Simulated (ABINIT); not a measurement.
# ZnS (Wurtzite-4H) (P6_3mc) in ABINIT: settings compared

Aim: see how the results for ZnS (Wurtzite-4H) move with the level of theory and the settings. Levels: PBE, LDA. Tasks: single point.

Everything below comes from runs of ABINIT 10.8.3 (patched build). Logs are shortened: lines on timing, memory, paths and dates and some standing lists are left out, and cuts for length are marked. The log counts tension as positive stress, the text compression.

**Experimental background.**

From a printed reference work, monograph, for a bulk crystal of ZnS at 4 K: band gap 3.911 eV (direct).

How close the calculation comes is told below.

**1. The structure**

The structure is hexagonal, space group P6_3mc (No. 186). Conventional cell: a = 3.823 Å, b = 3.823 Å, c = 12.520 Å, α = 90.00°, β = 90.00°, γ = 120.00°. Zn (site symmetry 3m) has 4 S at 2.34 to 2.35 Å as nearest neighbours. Zn (site symmetry 3m) is surrounded by 4 S at 2.34 to 2.35 Å. S (site symmetry 3m) has 4 Zn at 2.34 to 2.35 Å as nearest neighbours. S (site symmetry 3m) has 4 Zn at 2.34 to 2.35 Å as nearest neighbours.

**2. Single point, PBE**

Input file run.abi:

```
# Pseudopotentials
pp_dirpath "./"
pseudos "Zn.GGA_PBE-JTH.xml, S.GGA_PBE-JTH.xml"

# Structure
acell 3*1.0 Angstrom
rprim
     3.8227000000     0.0000000000     0.0000000000
    -1.9113500000     3.3105553110     0.0000000000
     0.0000000000     0.0000000000    12.5200000000
ntypat 2
znucl 30 16
natom 8
typat 1 1 1 1 2 2 2 2
xred
     0.6666666667     0.3333333333     0.7500000000
     0.3333333333     0.6666666667     0.2500000000
     0.0000000000     0.0000000000     0.5000000000
     0.0000000000     0.0000000000     0.0000000000
     0.6666666667     0.3333333333     0.9375000000
     0.3333333333     0.6666666667     0.4375000000
     0.0000000000     0.0000000000     0.6875000000
     0.0000000000     0.0000000000     0.1875000000

# Plane-wave basis
ecut 20.0
pawecutdg 40.0

# k points
kptopt 1
ngkpt 5 5 2
nshiftk 1
shiftk 0.0 0.0 0.0

# Exchange and correlation
ixc 11

# Bands and occupations
nband 44
occopt 3
tsmear 0.05 eV

# SCF cycle
nstep 100
tolvrs 1.0e-9

# Output
iomode 3
prtwf 0
prtden 0
prteig 0
prtebands 0
```

Potentials or basis: JTH PAW PBE v2.0.

On the command line:

```sh
$ abinit run.abi > log 2>&1
```

run.abo:

```text
.Version 10.8.3 of ABINIT
 Symmetries : space group P6_3 m c (#186); Bravais hP (primitive hexag.)
================================================================================
 Values of the parameters that define the memory need of the present run
     intxc =       0    ionmov =       0      iscf =      17    lmnmax =      18
     lnmax =       6     mgfft =      96  mpssoang =       3    mqgrid =    6736
     natom =       8  nloc_mem =       2    nspden =       1   nspinor =       1
    nsppol =       1      nsym =      12    n1xccc =       1    ntypat =       2
    occopt =       3   xclevel =       2
       mpw =        4572          nfft =       86400          nkpt =          10
 PAW method is used; the additional fine FFT grid is defined by:
   mgfftf=       144    nfftf =    291600
================================================================================
================================================================================

--------------------------------------------------------------------------------
------------- Echo of variables that govern the present computation ------------
--------------------------------------------------------------------------------
 -outvars: echo values of preprocessed input variables --------
            acell      1.8897261259E+00  1.8897261259E+00  1.8897261259E+00 Bohr
              amu      6.53900000E+01  3.20660000E+01
             ecut      2.00000000E+01 Hartree
              ixc          11
         kptrlatt        5    0    0      0    5    0      0    0    2
          kptrlen      3.61192803E+01
            natom           8
            nband          44
            ngfft          30      30      96
          ngfftdg          45      45     144
             nkpt          10
            nstep         100
             nsym          12
           ntypat           2
           occopt           3
        pawecutdg      4.00000000E+01 Hartree
         pawxcdev           0
           prtden           0
        prtebands           0
           prteig           0
            prtwf           0
            rprim      3.8227000000E+00  0.0000000000E+00  0.0000000000E+00
                      -1.9113500000E+00  3.3105553110E+00  0.0000000000E+00
                       0.0000000000E+00  0.0000000000E+00  1.2520000000E+01
          spgroup         186
           tolvrs      1.00000000E-09
           tsmear      1.83746611E-03 Hartree
            typat      1  1  1  1  2  2  2  2
           useylm           1
           xangst      1.9113500000E+00  1.1035184370E+00  9.3900000000E+00
                       4.0334943951E-17  2.2070368740E+00  3.1300000000E+00
                       4.7702823319E-33  1.2251515769E-16  6.2600000000E+00
                       4.7702823319E-33  1.2251515769E-16  0.0000000000E+00
                       1.9113500000E+00  1.1035184370E+00  1.1737500000E+01
                       4.0334943951E-17  2.2070368740E+00  5.4775000000E+00
                       4.7702823319E-33  1.2251515769E-16  8.6075000000E+00
                       4.7702823319E-33  1.2251515769E-16  2.3475000000E+00
            xcart      3.6119280308E+00  2.0853476208E+00  1.7744528322E+01
                       7.6221997372E-17  4.1706952416E+00  5.9148427741E+00
                       9.0145271506E-33  2.3152009430E-16  1.1829685548E+01
                       9.0145271506E-33  2.3152009430E-16  0.0000000000E+00
                       3.6119280308E+00  2.0853476208E+00  2.2180660403E+01
                       7.6221997372E-17  4.1706952416E+00  1.0350974855E+01
                       9.0145271506E-33  2.3152009430E-16  1.6265817629E+01
                       9.0145271506E-33  2.3152009430E-16  4.4361320806E+00
             xred      6.6666666667E-01  3.3333333333E-01  7.5000000000E-01
                       3.3333333333E-01  6.6666666667E-01  2.5000000000E-01
                       1.8503717077E-17  3.7007434154E-17  5.0000000000E-01
                       1.8503717077E-17  3.7007434154E-17  0.0000000000E+00
                       6.6666666667E-01  3.3333333333E-01  9.3750000000E-01
                       3.3333333333E-01  6.6666666667E-01  4.3750000000E-01
                       1.8503717077E-17  3.7007434154E-17  6.8750000000E-01
                       1.8503717077E-17  3.7007434154E-17  1.8750000000E-01
            znucl       30.00000   16.00000

================================================================================

 chkinp: Checking input parameters for consistency.

================================================================================
== DATASET  1 ==================================================================

[... 169 lines left out ...]
    6      0.00000000000000     2.20703687400000     5.47750000000000
    7      0.00000000000000     0.00000000000000     8.60750000000000
    8      0.00000000000000     0.00000000000000     2.34750000000000

 cartesian forces (hartree/bohr) at end:
    1     -0.00000000000000    -0.00000000000000     0.00021965046312
    2     -0.00000000000000    -0.00000000000000     0.00021965046312
    3      0.00000000000000     0.00000000000000     0.00050028702153
    4     -0.00000000000000    -0.00000000000000     0.00050028702153
    5     -0.00000000000000    -0.00000000000000     0.00017670414294
    6      0.00000000000000     0.00000000000000     0.00017670414294
    7      0.00000000000000     0.00000000000000    -0.00089664162759
    8     -0.00000000000000    -0.00000000000000    -0.00089664162759
 frms,max,avg= 3.0737111E-04 8.9664163E-04   0.000E+00  0.000E+00 -1.202E-06 h/b

 cartesian forces (eV/Angstrom) at end:
    1     -0.00000000000000    -0.00000000000000     0.01129488094349
    2     -0.00000000000000    -0.00000000000000     0.01129488094349
    3      0.00000000000000     0.00000000000000     0.02572579299601
    4     -0.00000000000000    -0.00000000000000     0.02572579299601
    5     -0.00000000000000    -0.00000000000000     0.00908649236801
    6      0.00000000000000     0.00000000000000     0.00908649236801
    7      0.00000000000000     0.00000000000000    -0.04610716630751
    8     -0.00000000000000    -0.00000000000000    -0.04610716630751
 frms,max,avg= 1.5805658E-02 4.6107166E-02   0.000E+00  0.000E+00 -6.180E-05 e/A
 length scales=  1.889726125908  1.889726125908  1.889726125908 bohr
              =  1.000000000000  1.000000000000  1.000000000000 angstroms
 Fermi (or HOMO) energy (hartree) =   0.23340   Average Vxc (hartree)=  -0.34299
 Eigenvalues (hartree) for nkpt=  10  k points:
 kpt#   1, nband= 44, wtk=  0.02000, kpt=  0.0000  0.0000  0.0000 (reduced coord)
  -0.28889   -0.27367   -0.27324   -0.25505   -0.03878   -0.03864   -0.03864   -0.03760
  -0.03724   -0.03724   -0.03713   -0.03637   -0.03637   -0.03508   -0.03508   -0.02147
  -0.02147   -0.02120   -0.02120   -0.02011   -0.02011   -0.01952   -0.01952   -0.01352
  -0.00023    0.08911    0.08968    0.16172    0.16172    0.17637    0.17637    0.17702
   0.17702    0.19220    0.19368    0.19368    0.27131    0.31043    0.31748    0.32625
   0.42602    0.42602    0.43028    0.43741
      occupation numbers for kpt#   1
   2.00000    2.00000    2.00000    2.00000    2.00000    2.00000    2.00000    2.00000
   2.00000    2.00000    2.00000    2.00000    2.00000    2.00000    2.00000    2.00000
   2.00000    2.00000    2.00000    2.00000    2.00000    2.00000    2.00000    2.00000
   2.00000    2.00000    2.00000    2.00000    2.00000    2.00000    2.00000    2.00000
   2.00000    2.00000    2.00000    2.00000    0.00000    0.00000    0.00000    0.00000
   0.00000    0.00000    0.00000    0.00000
 prteigrs : prtvol=0 or 1, do not print more k-points.

--- !EnergyTerms
iteration_state     : {dtset: 1, }
comment             : Components of total free energy in Hartree
kinetic             :  4.40772019194677E+01
hartree             :  8.51231525684361E+01
xc                  : -2.17524039451643E+01
Ewald energy        : -1.83889170842876E+02
psp_core            :  3.09231007931242E+00
local_psp           : -2.98527156816161E+02
PAW spherical_terms :  7.30972483316724E+01
internal            : -2.98778818705313E+02
'-kT*entropy'       : -3.59215461041803E-12
total_energy        : -2.98778818705317E+02
total_energy_eV     : -8.13018583790831E+03
...

--- !EnergyTermsDC
iteration_state     : {dtset: 1, }
comment             : '"Double-counting" decomposition of free energy'
band_energy         : -6.13461343475321E-01
Ewald energy        : -1.83889170842876E+02
psp_core            :  3.09231007931242E+00
xc_dc               : -8.32100654391035E+01
PAW spherical_terms : -3.41584323642692E+01
internal            : -2.98778819910412E+02
'-kT*entropy'       : -3.59215461041803E-12
total_energy_dc     : -2.98778819910416E+02
total_energy_dc_eV  : -8.13018587070071E+03
...

--- !EnergyTermsWithPAWCore
iteration_state     : {dtset: 1, }
comment             : 'Components of total free energy, including PAW core contributions'
Total energy        : -8.78126081534086E+03
Total energy DC     : -8.78126081654596E+03
Total energy (eV)   : -2.38950279772938E+05
Total energy DC (eV): -2.38950279805730E+05
...

 Cartesian components of stress tensor (hartree/bohr^3)
  sigma(1 1)= -3.12055779E-05  sigma(3 2)=  0.00000000E+00
  sigma(2 2)= -3.12055778E-05  sigma(3 1)=  0.00000000E+00
  sigma(3 3)= -2.26103659E-05  sigma(2 1)=  0.00000000E+00

-Cartesian components of stress tensor (GPa)         [Pressure=  8.3381E-01 GPa]
- sigma(1 1)= -9.18099800E-01  sigma(3 2)=  0.00000000E+00
- sigma(2 2)= -9.18099797E-01  sigma(3 1)=  0.00000000E+00
- sigma(3 3)= -6.65219932E-01  sigma(2 1)=  0.00000000E+00

== END DATASET(S) ==============================================================
================================================================================

 -outvars: echo values of variables after computation  --------
            acell      1.8897261259E+00  1.8897261259E+00  1.8897261259E+00 Bohr
           etotal     -2.9877881991E+02
            fcart     -0.0000000000E+00 -0.0000000000E+00  2.1965046312E-04
                      -0.0000000000E+00 -0.0000000000E+00  2.1965046312E-04
                       2.9819478132E-28  1.7216283727E-28  5.0028702153E-04
                      -2.9819478132E-28 -1.7216283727E-28  5.0028702153E-04
                      -1.4909739066E-28 -8.6081418633E-29  1.7670414294E-04
                       1.4909739066E-28  8.6081418633E-29  1.7670414294E-04
                       1.4909739066E-28  8.6081418633E-29 -8.9664162759E-04
                      -1.4909739066E-28 -8.6081418633E-29 -8.9664162759E-04
            rprim      3.8227000000E+00  0.0000000000E+00  0.0000000000E+00
                      -1.9113500000E+00  3.3105553110E+00  0.0000000000E+00
                       0.0000000000E+00  0.0000000000E+00  1.2520000000E+01
           strten     -3.1205577919E-05 -3.1205577838E-05 -2.2610365909E-05
                       0.0000000000E+00  0.0000000000E+00  0.0000000000E+00
           xangst      1.9113500000E+00  1.1035184370E+00  9.3900000000E+00
                       4.0334943951E-17  2.2070368740E+00  3.1300000000E+00
                       4.7702823319E-33  1.2251515769E-16  6.2600000000E+00
                       4.7702823319E-33  1.2251515769E-16  0.0000000000E+00
                       1.9113500000E+00  1.1035184370E+00  1.1737500000E+01
                       4.0334943951E-17  2.2070368740E+00  5.4775000000E+00
                       4.7702823319E-33  1.2251515769E-16  8.6075000000E+00
                       4.7702823319E-33  1.2251515769E-16  2.3475000000E+00
             xred      6.6666666667E-01  3.3333333333E-01  7.5000000000E-01
                       3.3333333333E-01  6.6666666667E-01  2.5000000000E-01
                       1.8503717077E-17  3.7007434154E-17  5.0000000000E-01
                       1.8503717077E-17  3.7007434154E-17  0.0000000000E+00
                       6.6666666667E-01  3.3333333333E-01  9.3750000000E-01
                       3.3333333333E-01  6.6666666667E-01  4.3750000000E-01
                       1.8503717077E-17  3.7007434154E-17  6.8750000000E-01
                       1.8503717077E-17  3.7007434154E-17  1.8750000000E-01
 Calculation completed.
```

Run time: 9.1 min. Hardware: 1 thread of Arm Neoverse V1, shared host; peak memory 0.23 GiB.

What came out:

```yaml
Free_energy: -8130.1859 eV
Largest_force: 0.046 eV/Å
Band_gap_on_the_k_mesh: 2.11 eV, direct
Valence_electrons_inside_the_program's_atomic_spheres: Zn 10.78; S 3.59
```

Forces on the atoms (eV/Å):
```
Zn   0.000  0.000  0.011
Zn   0.000  0.000  0.011
Zn   0.000  0.000  0.026
Zn   0.000  0.000  0.026
S    0.000  0.000  0.009
S    0.000  0.000  0.009
S    0.000  0.000 -0.046
S    0.000  0.000 -0.046
```

Levels at points of the mesh, in eV from the valence-band top:
| k point | band 33 | band 34 | band 35 | band 36 | band 37 | band 38 | band 39 | band 40 |
| --- | --- | --- | --- | --- | --- | --- | --- | --- |
| (0.00, 0.00, 0.00) | -0.45 | -0.04 | 0.00 | 0.00 | 2.11 | 3.18 | 3.37 | 3.61 |
| (0.00, 0.00, 0.50) | -0.14 | -0.14 | -0.14 | -0.14 | 2.97 | 2.97 | 3.30 | 3.30 |

Caveat: the cutoff is too short for stress, so the log's stress isn't used.

**3. Single point, LDA**

Input file run.abi:

```
# Pseudopotentials
pp_dirpath "./"
pseudos "Zn.LDA_PW-JTH.xml, S.LDA_PW-JTH.xml"

# Structure
acell 7.2238560566 7.2238560565 23.6593710803
rprim
     1.0000000000     0.0000000000     0.0000000000
    -0.5000000000     0.8660254038     0.0000000000
     0.0000000000     0.0000000000     1.0000000000
ntypat 2
znucl 30 16
natom 8
typat 1 1 1 1 2 2 2 2
xcart
     3.6119280287     2.0853476192    17.7445283102
    -0.0000000004     4.1706952390     5.9148427701
     0.0000000000     0.0000000000    11.8296855402
     0.0000000000     0.0000000000     0.0000000000
     3.6119280287     2.0853476192    22.1806603878
    -0.0000000004     4.1706952390    10.3509748476
     0.0000000000     0.0000000000    16.2658176177
     0.0000000000     0.0000000000     4.4361320776

# Plane-wave basis
ecut 544.227725 eV
pawecutdg 40.0

# k points
kptopt 1
ngkpt 5 5 2
nshiftk 1
shiftk 0.0 0.0 0.0

# Exchange and correlation
ixc 7

# Bands and occupations
nband 44
occopt 3
tsmear 0.05 eV

# SCF cycle
nstep 100
tolvrs 1.0e-9

# Output
iomode 3
prtwf 0
prtden 0
prteig 0
prtebands 0
enunit 1
```

Potentials or basis: JTH PAW LDA v2.0.

On the command line:

```sh
$ abinit run.abi > log 2>&1
```

Wall time 4.4 min (1 thread of Arm Neoverse V1, shared host); peak memory 0.18 GiB.

Results (log left out):

| Property | Result |
| --- | --- |
| Free energy | -8157.6742 eV |
| Largest force | 0.042 eV/Å |
| Band gap on the k mesh | 1.86 eV, direct |
| Valence electrons inside the program's atomic spheres | Zn 10.80; S 3.57 |

Forces on the atoms (eV/Å):
```
Zn   0.000  0.000  0.005
Zn   0.000  0.000  0.005
Zn   0.000  0.000  0.022
Zn   0.000  0.000  0.022
S    0.000  0.000  0.014
S    0.000  0.000  0.014
S    0.000  0.000 -0.042
S    0.000  0.000 -0.042
```

Levels at points of the mesh, in eV from the valence-band top:
```csv
k point,band 34,band 35,band 36,band 37,band 38,band 39
"(0.00, 0.00, 0.00)",-0.04,0.00,0.00,1.86,2.96,3.15
"(0.00, 0.00, 0.50)",-0.15,-0.15,-0.15,2.75,2.75,3.08
```

Caveat: the cutoff is too short for stress, so the log's stress isn't used.

**4. Single point, LDA**

Input file run.abi:

```
# Pseudopotentials
pp_dirpath "./"
pseudos "Zn.LDA_PW-JTH.xml, S.LDA_PW-JTH.xml"

# Structure
acell 3*1.0
rprim
     7.2238560566     0.0000000000     0.0000000000
    -3.6119280283     6.2560428582     0.0000000000
     0.0000000000     0.0000000000    23.6593710803
ntypat 2
znucl 30 16
natom 8
typat 1 1 1 1 2 2 2 2
xred
     0.6666666667     0.3333333333     0.7500000000
     0.3333333333     0.6666666667     0.2500000000
     0.0000000000     0.0000000000     0.5000000000
     0.0000000000     0.0000000000     0.0000000000
     0.6666666667     0.3333333333     0.9375000000
     0.3333333333     0.6666666667     0.4375000000
     0.0000000000     0.0000000000     0.6875000000
     0.0000000000     0.0000000000     0.1875000000

# Plane-wave basis
ecut 20.0
pawecutdg 40.0

# k points
kptopt 1
ngkpt 6 6 2
nshiftk 1
shiftk 0.0 0.0 0.0

# Exchange and correlation
ixc 7

# Bands and occupations
nband 44
occopt 3
tsmear 0.05 eV

# SCF cycle
nstep 100
tolvrs 1.0e-9

# Output
iomode 3
prtwf 0
prtden 0
prteig 0
prtebands 0
enunit 2
prtvol 2
```

On the command line:

```sh
$ abinit run.abi > log 2>&1
```

Wall time 3.8 min (1 thread of Arm Neoverse V1, shared host); peak memory 0.2 GiB.

It converged, with:

| Quantity | Value |
| --- | --- |
| Free energy | -8157.6944 eV |
| Largest force | 0.040 eV/Å |
| Band gap on the k mesh | 1.86 eV, direct |
| Valence electrons inside the program's atomic spheres | Zn 10.80; S 3.57 |

Forces on the atoms (eV/Å):
```
Zn   0.000  0.000  0.002
Zn   0.000  0.000  0.002
Zn   0.000  0.000  0.020
Zn   0.000  0.000  0.020
S    0.000  0.000  0.017
S    0.000  0.000  0.017
S    0.000  0.000 -0.040
S    0.000  0.000 -0.040
```

Levels at points of the mesh, in eV from the valence-band top:
```tsv
k point	band 33	band 34	band 35	band 36	band 37	band 38	band 39	band 40
(0.00, 0.00, 0.00)	-0.46	-0.04	0.00	0.00	1.86	2.96	3.16	3.39
(0.50, 0.00, 0.00)	-1.61	-1.59	-1.12	-0.88	3.08	3.14	3.56	4.14
(0.00, 0.00, 0.50)	-0.15	-0.15	-0.15	-0.15	2.75	2.75	3.08	3.08
(0.50, 0.00, 0.50)	-1.53	-1.53	-1.11	-1.11	3.47	3.47	3.81	3.81
```

Caveat: the cutoff is too short for stress, so the log's stress isn't used.

**5. Overview**

| level | potentials or basis | k mesh | gap on the mesh (eV) | largest force (eV/Å) |
| --- | --- | --- | --- | --- |
| PBE | JTH PAW PBE v2.0 | 5 × 5 × 2 | 2.11 | 0.05 |
| LDA | JTH PAW LDA v2.0 | 5 × 5 × 2 | 1.86 | 0.04 |
| LDA | JTH PAW LDA v2.0 | 6 × 6 × 2 | 1.86 | 0.04 |

Alike in all rows: task single point; no spin polarisation; cell as given; cutoff (eV) 544; smearing fermi-dirac 0.05 eV.

Absolute energies hang on the potentials; compare differences alone.

**6. Comparison with measurements**

Step 2. Against the measured gap of ZnS, 3.911 eV (direct; 4 K; a printed reference work, monograph), the calculated 2.11 eV is off by -1.80 eV. The value is that of PBE, without temperature or zero-point motion. Semilocal functionals fall short of measured gaps as a rule.

Step 3. Measured gap of ZnS: 3.911 eV (direct; 4 K; a printed reference work, monograph). This calculation gives 1.86 eV (-2.05 eV). So large a miss can be the level of theory's own, or it may mean another phase, state or a wrong row. The value is that of LDA, without temperature or zero-point motion. Semilocal functionals fall short of measured gaps as a rule.

Step 4. Measured gap of ZnS: 3.911 eV (direct; 4 K; a printed reference work, monograph). This calculation gives 1.86 eV (-2.05 eV). So large a miss can be the level of theory's own, or it may mean another phase, state or a wrong row. The value is that of LDA, without temperature or zero-point motion. Semilocal functionals fall short of measured gaps as a rule.
